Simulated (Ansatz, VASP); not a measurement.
## Te: VASP beside Ansatz

```
Te
1.0
     2.29043    1.32238    1.67960
    -2.29043    1.32238    1.67960
     0.00000   -2.64476    1.67960
Te
1
Direct
  0.50000 0.50000 0.50000
```

Change from the starting cell: volume scaled by 0.98.

Alike in both runs: task single point; functional PBE; k mesh 9 × 9 × 9; occupations fermi-dirac, width 0.05 eV; no spin polarisation.

```csv
,VASP,Ansatz
version,VASP 6.6.1,Ansatz 0.2.0
potentials or method,"VASP PAW PBE potentials, release 64 (Te), cutoff 520 eV","all-electron LAPW, scalar-relativistic"
```

|  | VASP | Ansatz | Ansatz less VASP |
| --- | --- | --- | --- |
| gap on the k mesh at the Fermi level (eV) | none | none | - |
| pressure (GPa) | 3.9 | 3.9 | +0.05 |
| largest component of the traceless stress (GPa) | 0.17 | 0.17 | -0.003 |

A gap of «none» marks a metal or a gap that the smearing closes. Ansatz ran all-electron here, so the differences hold the error of VASP's frozen core and of both bases.

Spin-orbit coupling is left out, which matters for the levels of Te.
